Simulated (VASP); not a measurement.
# Hg (P6_3/mmc) in VASP: a series of runs, part 2 of 2

VASP 6.6.1.

## 4. Elastic constants, optPBE-vdW

POSCAR reads:

```
Hg
1.0
    3.4618096384      0.0000000000      0.0000000000
   -1.7309048192      2.9980150899      0.0000000000
    0.0000000000      0.0000000000      5.4875482800
Hg
2
Direct
    0.3333333333      0.6666666667      0.2500000000
    0.6666666667      0.3333333333      0.7500000000
```

INCAR.step1 reads:

```
PREC = Accurate
ENCUT = 600
EDIFF = 1E-8
ISMEAR = 1
SIGMA = 0.2
LREAL = F
LASPH = T
NELM = 80
ALGO = Normal
ISIF = 3
LWAVE = F
LCHARG = F
GGA = OR
LUSE_VDW = T
AGGAC = 0.0
IBRION = 2
NSW = 40
EDIFFG = -0.002
```

INCAR.step2 reads:

```
PREC = Accurate
ENCUT = 600
EDIFF = 1E-8
ISMEAR = 1
SIGMA = 0.2
LREAL = F
LASPH = T
NELM = 80
ALGO = Normal
ISIF = 3
LWAVE = F
LCHARG = F
GGA = OR
LUSE_VDW = T
AGGAC = 0.0
IBRION = 6
NFREE = 2
POTIM = 0.015
NSW = 1
```

KPOINTS reads:

```
Automatic mesh
0
Gamma
  7 7 4
```

Potentials or basis: VASP PAW PBE potentials, release 64 (Hg).

On the command line:

```
$ cat potpaw_PBE.64/Hg/POTCAR > POTCAR
$ cp INCAR.step1 INCAR
$ mpirun -np 1 vasp_std > vasp.out
$ cp CONTCAR POSCAR
$ cp INCAR.step2 INCAR
$ mpirun -np 1 vasp_std > vasp.out
```

OUTCAR:

```text
PREC = Accurate
   ENCUT = 600
   EDIFF = 1E-8
   ISMEAR = 1
   LREAL = F
   LASPH = T
   NELM = 80
   ISIF = 3
   GGA = OR
   IBRION = 6
   NFREE = 2
   POTIM = 0.015
   NSW = 1

 ion  position               nearest neighbor table
   1  0.333  0.667  0.250-   2 3.58   2 3.58   2 3.58   2 3.58   2 3.58   2 3.58
   2  0.667  0.333  0.750-   1 3.58   1 3.58   1 3.58   1 3.58   1 3.58   1 3.58

[... 924 lines left out ...]
     -0.000000  2.098912  1.451131     0.000000    0.000000   -0.707107
      1.817711  1.049456  4.353392     0.000000    0.000000    0.707107
[... 21 lines left out ...]
   6 f  =    0.000000 THz     0.000000 2PiTHz    0.000000 cm-1     0.000000 meV
             X         Y         Z           dx          dy          dz
     -0.000000  2.098912  1.451131     0.000000   -0.000000    0.707107
      1.817711  1.049456  4.353392     0.000000    0.000000    0.707107

--------------------------------------------------------------------------------------------------------

 ELASTIC MODULI CONTR FROM IONIC RELAXATION (kBar)
 Direction    XX          YY          ZZ          XY          YZ          ZX
 --------------------------------------------------------------------------------
 XX         -25.0091     25.0091      0.0000      0.0000     -0.0000      0.0000
 YY          25.0091    -25.0091     -0.0000     -0.0000     -0.0000      0.0000
 ZZ           0.0000     -0.0000     -0.0000     -0.0000     -0.0000      0.0000
 XY           0.0000     -0.0000     -0.0000    -25.0091     -0.0000      0.0000
 YZ          -0.0000     -0.0000     -0.0000     -0.0000     -0.0000      0.0000
 ZX           0.0000      0.0000      0.0000      0.0000      0.0000      0.0000
 --------------------------------------------------------------------------------

 TOTAL ELASTIC MODULI (kBar)
 Direction    XX          YY          ZZ          XY          YZ          ZX
 --------------------------------------------------------------------------------
 XX         107.3845     90.9689     38.5012      0.0000     -0.0000      0.0000
 YY          90.9689    107.3845     38.5012     -0.0000     -0.0000      0.0000
 ZZ          38.5012     38.5012    183.0609     -0.0000      0.0000      0.0000
 XY           0.0000     -0.0000     -0.0000      8.2078     -0.0000      0.0000
 YZ          -0.0000     -0.0000      0.0000     -0.0000     31.3624      0.0000
 ZX           0.0000     -0.0000      0.0000      0.0000      0.0000     31.3624
 --------------------------------------------------------------------------------
```

OSZICAR.step1:

```text
N       E                     dE             d eps       ncg     rms          rms(c)
DAV:   1     0.190114084166E+03    0.19011E+03   -0.13412E+04   768   0.158E+03
DAV:   2     0.972763895396E+01   -0.18039E+03   -0.17405E+03   792   0.361E+02
DAV:   3     0.518491568350E+01   -0.45427E+01   -0.45027E+01   960   0.641E+01
[... 99 lines left out ...]
DAV:   5     0.515313851490E+01    0.26197E-06   -0.66436E-06   808   0.273E-02    0.841E-03
DAV:   6     0.515313869576E+01    0.18086E-06   -0.15869E-06   776   0.143E-02    0.251E-03
DAV:   7     0.515313860008E+01   -0.95679E-07   -0.70449E-08   808   0.256E-03    0.809E-04
DAV:   8     0.515313846644E+01   -0.13364E-06   -0.23169E-08   600   0.149E-03    0.190E-04
DAV:   9     0.515313845788E+01   -0.85538E-08   -0.72978E-10   384   0.315E-04
   9 F= 0.51531385E+01 E0= 0.51526830E+01  d E =-.315776E-04
```

Run time: 35 min. Hardware: 1 thread of Intel Xeon Platinum 8488C (Sapphire Rapids), shared host; peak memory 0.48 GiB.

Results:

```
Relaxed volume                         : 33.22 Å³/atom
Relaxed cell                           : a = 3.635 Å, b = 3.635 Å, c = 5.805 Å, α = 90.00°, β = 90.00°, γ = 120.00°
Space group after relaxing (to 0.05 Å) : P6_3/mmc (No. 194)
Voigt bulk modulus                     : 8 GPa
Highest phonon frequency at Γ          : 47 cm⁻¹
```

The path:
| step | energy change (eV) | largest force (eV/Å) | pressure (GPa) | volume (Å³) |
| --- | --- | --- | --- | --- |
| 1 | 0.0000 | 0.0000 | 1.97 | 56.95 |
| 2 | -0.0283 | 0.0000 | 1.17 | 59.89 |
| 3 | -0.0490 | 0.0000 | 0.20 | 64.92 |
| 4 | -0.0498 | 0.0000 | 0.04 | 66.10 |
| 5 | -0.0499 | 0.0000 | 0.00 | 66.39 |
| 6 | -0.0499 | 0.0000 | 0.00 | 66.40 |
| 7 | -0.0499 | 0.0000 | 0.00 | 66.42 |
| 8 | -0.0499 | 0.0000 | 0.00 | 66.47 |
| 9 | -0.0499 | 0.0000 | 0.00 | 66.44 |

Final structure:
```
CELL_PARAMETERS angstrom
3.63542 0.00000 0.00000
-1.81771 3.14837 0.00000
0.00000 0.00000 5.80452
ATOMIC_POSITIONS crystal
Hg 0.33333 0.66667 0.25000
Hg 0.66667 0.33333 0.75000
```

Phonon frequencies in cm⁻¹ (negative: imaginary):
```tsv
q point	frequencies
(0.000, 0.000, 0.000)	0 0 0 20 20 47
```

Elastic tensor in Voigt notation (GPa, in the Cartesian axes of the cell as first typed):
```
11  9  4  0  0  0
 9 11  4  0  0  0
 4  4 18  0  0  0
 0  0  0  3  0  0
 0  0  0  0  3  0
 0  0  0  0  0  1
```

Clamped-ion elastic tensor (GPa):
```
13  7  4  0  0  0
 7 13  4  0  0  0
 4  4 18  0  0  0
 0  0  0  3  0  0
 0  0  0  0  3  0
 0  0  0  0  0  3
```

Caveat: the volume moved by over 15 % at a fixed basis, so the end points are rough; the PAW data sets were made with another functional, which shifts forces and pressure a little. Spin-orbit coupling is left out, which matters for the levels of Hg.

## 5. The reference run

An earlier run on the cell as given: functional PBE; potentials or basis VASP PAW PBE potentials, release 64 (Hg); cutoff 520 eV; k mesh 9 × 9 × 5; occupations fermi-dirac, width 0.05 eV; no spin polarisation.

- Pressure: 1.1 GPa
- Band gap on the k mesh: none (metal or under the smearing width)
